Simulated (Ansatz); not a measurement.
**¹⁷O NMR of the central transition in SiO₂**

Cell: a computed structure from the Materials Project (it need not be an observed phase).

Space group I4_1/amd:1 (No. 141); a = 13.8104, c = 6.4339 Å.

```csv
site,Wyckoff,site symmetry,x,y,z
Si1,16h,.m.,0.0000,0.8653,0.1200
Si9,4b,-4m2,0.0000,0.0000,0.5000
O11,8c,.2/m.,0.0000,0.7500,0.1250
O15,16g,..2,0.5956,0.4044,0.5000
O23,16h,.m.,0.5000,0.4043,0.8563
```

One atom of each set is listed; the run and its k-mesh use a cell of 30 atoms with edges of 10.28, 10.28, 10.28 Å.

Level of theory: DFT, r2SCAN, plane waves and PAW, scalar-relativistic, 500 eV cutoff, Γ-centred 4×4×4 k-points, Fermi–Dirac smearing 0.02 eV (Ansatz 0.2.0).

¹⁷O has I = 5/2 and Q = -25.58 mb (Pyykkö 2018); at 21.1 T its Larmor frequency is ν₀ = 121.8 MHz. Only the quadrupole interaction is simulated: positions count from each site's isotropic chemical shift, and J coupling is left out, as are shift anisotropy and dipolar coupling, which fast spinning averages.

(1) Give C_Q, η, the quadrupolar product P_Q = |C_Q|(1 + η²/3)^½, the second-order isotropic shift and the breadth of the pattern (fast magic-angle spinning) for each O site.

Results:

(1) 

| site | first shell | C_Q (MHz) | η | P_Q (MHz) | δ_QIS (ppm) | breadth (kHz) |
| --- | --- | --- | --- | --- | --- | --- |
| O11 | 2 Si at 1.59 Å, angle 180° | -6.38 | 0.04 | 6.39 | -16.5 | 4.36 |
| O15 | 2 Si at 1.62 Å, angle 140° | -5.60 | 0.26 | 5.66 | -12.9 | 3.60 |
| O23 | 2 Si at 1.61 Å, angle 145° | -5.67 | 0.20 | 5.70 | -13.2 | 3.62 |

δ_QIS = −(ν_Q²/30ν₀²)[I(I+1) − 3/4](1 + η²/3) × 10⁶ ppm with ν_Q = 3|C_Q|/[2I(2I−1)]; it falls as 1/B₀² in ppm, and the breadth as 1/B₀ in kHz.

At O15 and O23 V_zz runs parallel to the line that joins its two neighbours (within 1°) in each case. At O11 V_zz points along the line of its two bonds (within 1°).
